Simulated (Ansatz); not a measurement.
Runs of Ansatz 0.2.0 on SrVO3. It takes space group Pm-3m (No. 221, cubic). The conventional cell has a = 3.841 Å, b = 3.841 Å, c = 3.841 Å, α = 90.00°, β = 90.00°, γ = 90.00°. Sr (site symmetry m-3m) has 12 O at 2.72 Å as nearest neighbours. Around V (site symmetry m-3m) lie 6 O at 1.92 Å. O (site symmetry 4/mmm) has 2 V at 1.92 Å as nearest neighbours. 

| task | level | spin | cell | k mesh | cutoff (eV) | smearing | points for each segment of the path | gap on the mesh (eV) | pressure (GPa) | moment (μB) |
| --- | --- | --- | --- | --- | --- | --- | --- | --- | --- | --- |
| single point | PBE | collinear, ferromagnetic start | as given | 7 × 7 × 7 | 420 | gaussian 0.013 eV | - | none | 2.4 | 0.10 |
| single point | PBE | collinear, ferromagnetic start | as given | 7 × 7 × 7 | 420 | gaussian 0.014 eV | - | none | 2.4 | 0.10 |
| relaxation of cell and atoms | PBEsol+D4 | collinear, ferromagnetic start | relaxed | 7 × 7 × 7 | 420 | fermi-dirac 0.05 eV | - | - | 0.0 | 0.00 |
| band structure | r2SCAN | non-collinear, ferromagnetic start, SOC | as given | 5 × 5 × 5 | 500 | fermi-dirac 0.05 eV | 14 | none | (a) | 1.00 |

Alike in all rows: potentials or basis Ansatz PAW.

Fill in the values left out.

(a) -0.1.

Caveats: semilocal functionals often make such compounds metallic where correlation or magnetic order opens a gap, which also shifts bond lengths (some runs); the starting moments weren't kept (some runs); the PAW data sets come from PBE, with cores solved anew for the run's functional, which leaves a small shift of forces and pressure (some runs); the plane-wave basis is chosen anew once the cell has moved, so the energies of steps on either side of that aren't comparable (some runs); the magnetic or orbital state may not be the lowest (some runs).

A k mesh can miss the band edges, and rows without SOC leave out spin-orbit coupling on Sr.

A gap of «none» marks a metal or a gap under the smearing width.
